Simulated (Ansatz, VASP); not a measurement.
# Cross-check of B108N107 (V_N) between VASP and Ansatz

Wanted: the spread between two codes on one cell, functional and k mesh. The cell is taken from a series of runs on this material, whose earlier steps may have relaxed, scaled, displaced or heated it; both programs get it as it stands.

Method: plane waves, with VASP 6.6.1 beside it; LDA, in Ansatz 0.2.0.

## Step 1: Starting point

The cell holds 215 atoms: 108 B and 107 N. Its edges and angles: a = 10.742 Å, b = 10.742 Å, c = 10.742 Å, α = 90.0°, β = 90.0°, γ = 90.0°. It derives from BN (BN (F-43m)). Nearest the centre at fractional (0.417, 0.417, 0.583): B55 at 1.64 Å, B60 at 1.64 Å, B54 at 1.64 Å, B57 at 1.64 Å, N162 at 2.51 Å, N163 at 2.51 Å, N161 at 2.51 Å, N150 at 2.51 Å. The cell carries charge +1.

## Step 2: VASP: single point, LDA

A single point takes one fixed geometry, so differences don't come from the geometry; what else differs is listed under the comparison.

Lines of VASP's logs that name or quote its potential files are left out, and so is its time.

File INCAR:

```
SYSTEM = B108N107
PREC = Accurate
ENCUT = 520
EDIFF = 1E-06
NELM = 120
ISMEAR = -1
SIGMA = 0.01
LREAL = Auto
ALGO = Normal
GGA = PW92
NELECT = 858
NBANDS = 579
LORBIT = 11
LWAVE = .FALSE.
LCHARG = .FALSE.
ISIF = 2
LASPH = .TRUE.
GGA_COMPAT = .FALSE.
EFERMI = MIDGAP
```

File POSCAR:

```
B108N107
1.0
   10.7416841745      0.0000000000      0.0000000000
    0.0000000000      0.0000000000    -10.7416841745
    0.0000000000     10.7416841745      0.0000000000
B N
108 107
Direct
    0.9995647013      0.0000715900      0.0000482250
    0.9995856701      0.1667624952      0.1666364282
[... 9 atom lines left out ...]
    0.1657776422      0.1662387201      0.6672676205
[... 6 atom lines left out ...]
    0.1660887846      0.3336819908      0.5002497450
    0.1658189813      0.5006662726      0.3328583178
[... 2 atom lines left out ...]
    0.1657858520      0.3328345840      0.8338630341
    0.1660963573      0.4998434312      0.6664139914
[... 17 atom lines left out ...]
    0.3331967826      0.1664610135      0.5002519052
[... 1 atom line left out ...]
    0.5002065494      0.1662427215      0.3328304060
[... 1 atom line left out ...]
    0.3324176578      0.1661938292      0.8339203563
[... 1 atom line left out ...]
    0.4994269927      0.1664241580      0.6664748375
[... 4 atom lines left out ...]
    0.3331945692      0.3336829824      0.3331349667
    0.3283295541      0.5047408446      0.4953671273
    0.5045905301      0.3284630714      0.4953220867
    0.4993726821      0.4998649493      0.3331288925
    0.3282838793      0.3284667500      0.6716439364
    0.3332103074      0.4998439670      0.8336369709
    0.4994294672      0.3336431701      0.8336871530
    0.5045808503      0.5047664597      0.6716241696
[... 4 atom lines left out ...]
    0.3323943495      0.6672408844      0.3328611307
[... 1 atom line left out ...]
    0.4993675567      0.6669670789      0.5002393079
[... 1 atom line left out ...]
    0.3332082762      0.6669584385      0.6664080999
[... 1 atom line left out ...]
    0.5002174859      0.6672718338      0.8338561122
[... 6 atom lines left out ...]
    0.6668558496      0.1661994754      0.4994654106
[... 10 atom lines left out ...]
    0.6668136427      0.3328479200      0.3328192465
    0.6665857257      0.4998620899      0.5002431769
[... 2 atom lines left out ...]
    0.6666393725      0.3336454005      0.6664699838
    0.6668606506      0.5006493097      0.8339053834
[... 10 atom lines left out ...]
    0.6668126270      0.6672812892      0.6672574937
[... 10 atom lines left out ...]
    0.2510742938      0.2511082207      0.5834733906
[... 8 atom lines left out ...]
    0.0833007403      0.4165161430      0.5835584221
[... 1 atom line left out ...]
    0.2509907036      0.4164963895      0.4180164873
    0.2510033053      0.5820680034      0.5835815390
[... 2 atom lines left out ...]
    0.2510868042      0.4166007970      0.7489807663
[... 17 atom lines left out ...]
    0.4165371383      0.0832396660      0.5835748861
    0.4164384410      0.2511099589      0.4181192336
[... 1 atom line left out ...]
    0.5819237301      0.2511273492      0.5835396237
[... 1 atom line left out ...]
    0.4165074652      0.2511225478      0.7489750860
[... 2 atom lines left out ...]
    0.4165378041      0.4165184171      0.2503238663
[... 3 atom lines left out ...]
    0.4165667255      0.5820723718      0.4180184707
    0.5819437724      0.4166139505      0.4181176098
    0.5819503734      0.5819744434      0.5834697019
    0.4165440717      0.4165075690      0.9168400603
    0.4164592699      0.5819682830      0.7489739185
    0.5819360746      0.4165556587      0.7489677862
[... 5 atom lines left out ...]
    0.4165405546      0.7497548193      0.5835630225
[... 23 atom lines left out ...]
    0.7498163171      0.4165145922      0.5835660782
[... 18 atom lines left out ...]
    0.9165562072      0.9165119255      0.9168565029
```

File KPOINTS:

```
Automatic mesh
0
Gamma
1 1 1
0 0 0
```

PAW data sets: B and N (LDA family, release 64).

Started as:

```
$ export OMP_NUM_THREADS=3
$ mpirun -np 1 vasp_gam
```

Log:

```text
[banner, memory and clock lines left out]
running    1 mpi-ranks, on    1 nodes
[...]
Offloading initialized ...    1 GPUs detected
[...]
|                                                                             |
|               ----> ADVICE to this user running VASP <----                  |
|                                                                             |
|     You enforced a specific xc type in the INCAR file but a different       |
|     [... a line on the potential file left out ...]
|     I HOPE YOU KNOW WHAT YOU ARE DOING!                                     |
|                                                                             |

 LDA part: xc-table for (Slater(with rela. corr.)+PW92), standard interpolation
 POSCAR, INCAR and KPOINTS ok, starting setup
[...]
entering main loop
       N       E                     dE             d eps       ncg     rms          rms(c)
DAV:   1     0.666460616299E+04    0.66646E+04   -0.52848E+05  1158   0.155E+03
DAV:   2    -0.168849075445E+04   -0.83531E+04   -0.79457E+04  1473   0.385E+02
DAV:   3    -0.221211953295E+04   -0.52363E+03   -0.51949E+03  1452   0.976E+01
DAV:   4    -0.222061231089E+04   -0.84928E+01   -0.84634E+01  1420   0.130E+01
DAV:   5    -0.222073642539E+04   -0.12411E+00   -0.12397E+00  1428   0.142E+00BRMIX: very serious problems
 the old and the new charge density differ
 old charge density:   859.00000 new  858.00000
    0.691E+01
DAV:   6    -0.210872447828E+04    0.11201E+03   -0.32074E+02  1284   0.210E+01    0.322E+01
DAV:   7    -0.209657574784E+04    0.12149E+02   -0.15886E+01  1412   0.516E+00    0.189E+01
DAV:   8    -0.209315858186E+04    0.34172E+01   -0.65272E+00  1284   0.327E+00    0.207E+00
DAV:   9    -0.209306058855E+04    0.97993E-01   -0.33056E-01  1420   0.741E-01    0.104E+00
[...]
DAV:  13    -0.209305447307E+04   -0.60995E-05   -0.11860E-04  1428   0.163E-02    0.208E-02
DAV:  14    -0.209305447324E+04   -0.17376E-06   -0.25451E-05  1428   0.786E-03    0.690E-03
DAV:  15    -0.209305447355E+04   -0.30523E-06   -0.41443E-06  1036   0.266E-03
   1 F= -.20930545E+04 E0= -.20930545E+04  d E =0.000000E+00
```

Parts of OUTCAR (step 2):

```text
  FREE ENERGIE OF THE ION-ELECTRON SYSTEM (eV)
  ---------------------------------------------------
  free  energy   TOTEN  =     -2093.0544735496 eV

  energy  without entropy=    -2093.0544735496  energy(sigma->0) =    -2093.05447355
```

The run ends at a pressure of -1.49 GPa, with forces up to 0.17 eV/Å.

(Part 1 of 2 ends here.)

[Lines on the potential files, build, host, timing and source positions are cut from VASP's logs without a mark.]

[Logs are printed without paths, hosts, clocks, repeated set-up lines and the standing remarks that a program may print on its own settings, such as how far it seeks lower states.]

[Hosts, paths, dates, database ids (printed as entryN), source tags and the programs' standing remarks are cut or masked in the printed files.]
